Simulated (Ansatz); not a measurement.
# Cu(111): from terraces to steps

All numbers below come from DFT PBE, scalar-relativistic, plane waves, PAW in Ansatz.

Cutoff 420 eV, Γ-centred meshes of like density (3×18×1 for the 24-atom cell), Gaussian smearing of 0.10 eV, energies at zero smearing and 0 K, each start's symmetry kept, no spin polarisation.

A (111) slab of relaxed bulk Cu (Fm-3m, 11.96 Å³/atom, gap on the mesh 0.00 eV), 4 planes in a 6×1 cell with the lowest 2 held; added atoms sit on lattice sites of the next plane. A dipole correction is on. The surface energy is the mean of the held and the free face; step energies are per length and the mean of the stripe's two steps, which run along the shortest translation of the plane; step and island energies count from the flat slab and bulk atoms.

The flat slab gives a surface energy of 1.34 J/m² (83.5 meV/Å²); planes follow at h = 2.10 Å, and an atom takes 5.70 Å² of its plane.

Q: Estimate the step energy β from the surface energy and compare with the stripes.

A: A step opens a strip of height h, so a first guess is γh = 83.5 × 2.10 = 175 meV/Å. Computed: 103 meV/Å for the stripe 2 surface cells wide, 0.59 of the guess. A value under γh is usual for metals: the riser is a slanted microfacet that covers some terrace, so at slant φ it costs h(γ_facet/sin φ − γ/tan φ), or γh tan(φ/2) for equal energies, 0.41 γh at 45° and 0.52 γh at 55°. A vicinal face tilted by θ holds tan θ/h steps per length, so its energy per terrace area is γ + (β/h) tan θ for far-apart steps, with β/h = 0.79 J/m². On fcc(111) the stripe's two edges are unlike, with (100) and (111) microfacets at 55° and 71°, while a vicinal face holds one kind, so this slope is the mean of two tilts.

Slabs of three or four planes are thin, so both faces still feel each other.

Small energy differences in metals hang on the k mesh (about 10 mJ/m² or 1 to 2 meV/atom on the mesh of the relaxation).

Cost: 2 runs of about 3.3 core-hours in all, on AMD EPYC (Zen 3) (shared hosts).